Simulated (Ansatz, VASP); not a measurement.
## BaZrO3 in VASP and in Ansatz

```
Ba Zr O
1.0
     4.18066    0.00000    0.00000
     0.00000    4.18066    0.00000
     0.00000    0.00000    4.18066
Ba Zr O
1 1 3
Direct
  0.00000 0.00000 0.00000
  0.50000 0.50000 0.50000
  0.50000 0.00000 0.50000
  0.50000 0.50000 0.00000
  0.00000 0.50000 0.50000
```

Alike in both runs: functional PBEsol; k mesh 6 × 6 × 6; occupations gaussian, width 0.02 eV; no spin polarisation.

Ansatz relaxed the structure, and its values are those at the end. VASP's run is a single point on that final structure, the one shown.

|  | VASP | Ansatz |
| --- | --- | --- |
| version | VASP 6.6.1 | Ansatz 0.2.0 |
| potentials or method | VASP PAW PBE potentials, release 64 (Ba_sv, Zr_sv, O) | scalar-relativistic, plane waves, PAW |
| plane-wave cutoff (eV) | 520 | 420 |
| valence electrons in the cell | 40 | 40 |

Ansatz gave:

| Quantity | Value |
| --- | --- |
| gap on the k mesh at the Fermi level (eV) | 3.17 |
| least direct gap on the mesh (eV) | 3.36 |
| pressure (GPa) | 0.0 |

Estimate VASP's values.

gap on the k mesh at the Fermi level (eV): 3.12; least direct gap on the mesh (eV): 3.33; pressure (GPa): 1.2.

The functional is the same, so the differences come from potentials, cutoffs and numerics.

Caveats: the PAW data sets were made with another functional, which shifts forces and pressure a little (VASP); spin-orbit coupling is left out, which moves the levels of the heavy elements. PBEsol gaps usually lie below the measured ones, often by a third to a half. A k mesh can miss the band edges.
